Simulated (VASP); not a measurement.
Bi:

```
Bi
1.0
     3.68484    0.00000    0.00000
    -1.84242    3.19117    0.00000
     0.00000    0.00000    6.01858
Bi
2
Direct
  0.33333 0.66667 0.75000
  0.66667 0.33333 0.25000
```

The cell was built by a generator and needn't be a form met in nature.

```yaml
Program: VASP 6.6.1
Task: relaxation of cell and atoms
Functional: PBE
Potentials_or_basis: VASP PAW PBE potentials, release 64 (Bi_d)
Cutoff: 600 eV
k_mesh: 6 × 6 × 4
Occupations: gaussian, width 0.05 eV
Spin: no spin polarisation
```

At the start: pressure -5.0 GPa; volume 35.39 Å³/atom.

Q: Where does the relaxation end?

A: Over 4 steps the energy falls by 72.7 meV/atom and the volume is 31.32 Å³/atom (-11.5 %); space group P6_3/mmc (No. 194, to 0.05 Å).

Step by step:
```
step  energy change (eV)  largest force (eV/Å)  pressure (GPa)  volume (Å³)
   1              0.0000                0.0000           -4.96        70.77
   2             -0.1254                0.0000            2.48        60.12
   3             -0.1431                0.0000            0.08        62.61
   4             -0.1453                0.0000            0.00        62.64
```

Final structure:
```cif
data_structure
_symmetry_space_group_name_H-M 'P 1'
_symmetry_Int_Tables_number 1
_cell_length_a 3.5107
_cell_length_b 3.5107
_cell_length_c 5.8690
_cell_angle_alpha 90.000
_cell_angle_beta 90.000
_cell_angle_gamma 120.000
_cell_volume 62.64
loop_
_atom_site_label
_atom_site_type_symbol
_atom_site_fract_x
_atom_site_fract_y
_atom_site_fract_z
_atom_site_occupancy
Bi1 Bi 0.33333 0.66667 0.75000 1
Bi2 Bi 0.66667 0.33333 0.25000 1
```
